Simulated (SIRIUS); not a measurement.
ZrC:

```
Zr C
1.0
     0.00000    2.36500    2.36500
     2.36500    0.00000    2.36500
     2.36500    2.36500    0.00000
Zr C
1 1
Direct
  0.50000 0.50000 0.50000
  0.00000 0.00000 0.00000
```

```yaml
Program: SIRIUS 7.10.0
Task: relaxation of cell and atoms
Functional: revPBE
Dispersion: D3
Potentials_or_basis: PseudoDojo 0.4.1 PBE standard (scalar relativistic)
Cutoff: 1127 eV
Density_cutoff: 4507 eV
k_mesh: 5 × 5 × 5
Occupations: fermi-dirac, width 0.05 eV
Spin: no spin polarisation
```

At the start: pressure -8.2 GPa; volume 13.23 Å³/atom.

Question: How do energy, volume and symmetry change on relaxing?

Answer: Over 3 steps the energy falls by 13.3 meV/atom and the volume is 12.70 Å³/atom (-4.0 %); space group Fm-3m (No. 225, to 0.05 Å).

The path:
| step | energy change (eV) | largest force (eV/Å) | pressure (GPa) | volume (Å³) |
| --- | --- | --- | --- | --- |
| 1 | 0.0000 | 0.0000 | -8.17 | 26.46 |
| 2 | -0.0159 | 0.0000 | -5.32 | 26.08 |
| 3 | -0.0265 | 0.0000 | 0.24 | 25.41 |

Final structure:
```
Zr C
1.0
     0.00000    2.33341    2.33341
     2.33341    0.00000    2.33341
     2.33341    2.33341    0.00000
Zr C
1 1
Direct
  0.50000 0.50000 0.50000
  0.00000 0.00000 0.00000
```

Caveat: the k mesh is coarse (spacing up to 0.46 Å⁻¹), so the values aren't converged; the potentials were made for another functional, which shifts forces and pressure; pairwise dispersion overbinds metals, which lowers pressure and volume.
